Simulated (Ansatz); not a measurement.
Base system: LaAlO₃ in the cubic perovskite structure (space group Pm-3m, No. 221; a = 3.8121 Å).

Computed with DFT with PBE, PAW potentials and a 420 eV plane-wave cutoff in Ansatz (a first-principles code), scalar-relativistic without spin-orbit coupling, earlier PAW set.

Base values:

| Property | Value |
|---|---|
| Pressure | 0.00 GPa |

One thing is altered: an isotropic linear strain of +2.65 %, atoms relaxed at fixed cell.

Problem. Estimate the effect on the energy relative to the base and pressure.

Solution. The energy grows by 39 meV/atom; the pressure goes from zero to -12.74 GPa.

No phonon test of stability was made. Many cubic perovskites are stable only at high temperature; tilts and polar distortions were not tested.
